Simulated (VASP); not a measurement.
RbBr, 2 atoms in the cell. It takes space group R3m (No. 160, trigonal). The conventional cell has a = 5.433 Å, b = 5.433 Å, c = 13.498 Å, α = 90.00°, β = 90.00°, γ = 120.00°. Around Rb (site symmetry 3m) lie 4 Br at 3.34 to 3.35 Å. Br (site symmetry 3m) has 4 Rb at 3.34 to 3.35 Å as nearest neighbours. The cell was built by a generator and needn't be a form met in nature. The cell isn't the ideal one: epitaxial_111 strain -0.7%.

| Item | Value |
| --- | --- |
| Program | VASP 6.6.1 |
| Task | single point |
| Functional | HSE06 |
| Potentials or basis | VASP PAW PBE potentials, release 64 (Rb_sv, Br) |
| Cutoff | 520 eV |
| k mesh | 4 × 4 × 4 |
| Occupations | gaussian, width 0.01 eV |
| Spin | no spin polarisation |
| Dipole correction | no |
| Exchange at q = 0 | truncated |
| Grid for exact exchange (PRECFOCK) | Normal |
| Screening parameter | 0.2079 1/A |
| Further INCAR settings | ALGO = Normal; EDIFF = 1e-06; NBANDS = 15 |

Potentials or basis: VASP PAW PBE potentials, release 64 (Rb_sv, Br).

Launch:

```bash
$ cat potpaw_PBE.64/Rb_sv/POTCAR potpaw_PBE.64/Br/POTCAR > POTCAR
$ cp INCAR.step1 INCAR
$ mpirun -np 1 vasp_std > vasp.out
$ cp INCAR.step2 INCAR
$ mpirun -np 1 vasp_std > vasp.out
```

Hardware: 1 thread of Intel(R) Xeon(R) 6975P-C (Granite Rapids), on a shared host.

Task: How long does it take, and how much memory?

Result: Wall time 11 min on 1 thread of Intel(R) Xeon(R) 6975P-C (Granite Rapids), with other jobs on the host, peak memory 0.38 GiB. Counts: scf iterations 9, k points 13.
